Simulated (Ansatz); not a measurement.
Write the native input for Ansatz 0.2.0 that does the following.

```
Task                : relaxation of cell and atoms
Functional          : PBEsol
Dispersion          : D4
Potentials or basis : Ansatz PAW
Cutoff              : 420 eV (not typed: the program's choice for these potentials)
k mesh              : 10 × 10 × 1
Occupations         : fermi-dirac, width 0.05 eV
Spin                : no spin polarisation
```

Slab: MoS2, a slab with vacuum.

```xyz
9
Lattice="3.1840 0.0000 0.0000 -1.5920 2.7574 0.0000 0.0000 0.0000 28.3873" Properties=species:S:1:pos:R:3 pbc="T T T"
Mo    0.0000    1.8383    6.4770
Mo    0.0000    1.8383   21.9103
Mo    1.5920    0.9191    0.0000
S     1.5920    0.9191    4.9250
S     1.5920    0.9191   20.3590
S     0.0000    1.8383   26.8355
S     1.5920    0.9191    8.0283
S     1.5920    0.9191   23.4623
S     0.0000    1.8383    1.5518
```

One way to write it, as run:

input.yaml

```yaml
crystal:
  lattice:
    - [3.1840155185, 0.0, 0.0]
    - [-1.5920077592, 2.757438325, 0.0]
    - [0.0, 0.0, 28.3873198]
  atoms:
    - { symbol: Mo, position: [0.3333333333, 0.6666666667, 0.22816477] }
    - { symbol: Mo, position: [0.3333333333, 0.6666666667, 0.77183523] }
    - { symbol: Mo, position: [0.6666666667, 0.3333333333, 0.0] }
    - { symbol: S, position: [0.6666666667, 0.3333333333, 0.17349309] }
    - { symbol: S, position: [0.6666666667, 0.3333333333, 0.71718751] }
    - { symbol: S, position: [0.3333333333, 0.6666666667, 0.94533412] }
    - { symbol: S, position: [0.6666666667, 0.3333333333, 0.28281249] }
    - { symbol: S, position: [0.6666666667, 0.3333333333, 0.82650691] }
    - { symbol: S, position: [0.3333333333, 0.6666666667, 0.05466588] }
hamiltonian:
  xc: pbesol
  pseudopotentials: { kind: paw }
  dispersion: d4
kpoints:
  mp_grid: { grid: [10, 10, 1] }
scf:
  occupations: { method: fermi_dirac, width: 0.05 }
output:
  forces: true
  stress: true
  eigenvalues: true
relax:
  f_tol: 0.01
  max_steps: 40
  cell: { stress_tol: 0.05 }
```

Potentials or basis: Ansatz PAW.

The run is started by

```console
$ ansatz run input.yaml --threads 4 --pin off --max-ram 11264MiB --backend cpu --events-out ev --progress --plain --runs-dir out
```

It gave:

```json
{"Relaxed volume": "25.51 Å³/atom", "Relaxed cell": "a = 3.123 Å, b = 3.123 Å, c = 27.177 Å, α = 90.00°, β = 90.00°, γ = 120.00°", "Space group after relaxing (to 0.05 Å)": "P-6m2 (No. 187)", "Energy gained by relaxing": "23.1 meV/atom", "Ionic steps": "6", "Band gap on the k mesh": "0.94 eV, indirect (least direct gap 2.01 eV)"}
```

Caveat: the plane-wave basis is chosen anew once the cell has moved, so the energies of steps on either side of that aren't comparable; the PAW data sets come from PBE, with cores solved anew for the run's functional, which leaves a small shift of forces and pressure.

Run time: 25 s on 4 threads of Arm Neoverse V2, on a shared host, peak memory 0.66 GiB.
